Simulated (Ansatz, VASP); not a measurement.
**One calculation of CuI (Marshite), two programs**

POSCAR

```
CuI
1.0
    0.0000000000      3.0315000000      3.0315000000
    3.0315000000      0.0000000000      3.0315000000
    3.0315000000      3.0315000000      0.0000000000
Cu I
1 1
Direct
    0.2500000000      0.2500000000      0.2500000000
    0.0000000000      0.0000000000      0.0000000000
```

Contents of INCAR.step1:

```
ALGO = Normal ; EDIFF = 1E-5
ENCUT = 520 ; GGA = PE
ISIF = 2 ; ISMEAR = 0
LASPH = True ; LCHARG = False
LREAL = False ; LWAVE = True
NBANDS = 16 ; NELM = 100
PREC = Accurate ; SIGMA = 0.01
```

Contents of INCAR.step2:

```
ALGO = Normal ; EDIFF = 1E-7
ENCUT = 520 ; GGA = PE
HFSCREEN = 0.2079 ; ISIF = 2
ISMEAR = 0 ; ISTART = 1
LASPH = True ; LCHARG = False
LHFCALC = True ; LREAL = False
LWAVE = False ; NBANDS = 16
NELM = 100 ; PREC = Accurate
PRECFOCK = Normal ; SIGMA = 0.01
```

KPOINTS

```
k-points
0
Gamma
  3 3 3
```

Input for Ansatz:

```yaml
crystal:
  lattice:
    - [0.0, 3.0315, 3.0315]
    - [3.0315, 0.0, 3.0315]
    - [3.0315, 3.0315, 0.0]
  atoms:
    - { symbol: Cu, position: [0.25, 0.25, 0.25] }
    - { symbol: I, position: [0.0, 0.0, 0.0] }
basis:
  ecutwfc: 450.0
kpoints:
  mp_grid:
    grid: [3, 3, 3]
    shift: [0.0, 0.0, 0.0]
hamiltonian:
  xc: hse06
scf:
  occupations:
    method: fixed
output:
  eigenvalues: true
```

Alike in both runs: task single point; functional HSE06; k mesh 3 × 3 × 3; no spin polarisation.

|  | VASP | Ansatz |
| --- | --- | --- |
| version | VASP 6.6.1 | Ansatz 0.2.0 |
| potentials or method | VASP PAW PBE potentials, release 64 (Cu, I) | plane waves, PAW |
| plane-wave cutoff (eV) | 520 | 450 |
| occupations | gaussian, width 0.01 eV | fixed |
| valence electrons in the cell | 18 | 36 |

|  | VASP | Ansatz | Ansatz less VASP |
| --- | --- | --- | --- |
| gap on the k mesh at the Fermi level (eV) | 2.63 | 2.68 | +0.050 |

The two sets of potentials don't hold the same shells in valence.

Caveats: the k mesh is coarse (spacing up to 0.60 Å⁻¹), so the values aren't converged, least of all with exact exchange; spin-orbit coupling is left out, which moves the levels of the heavy elements.
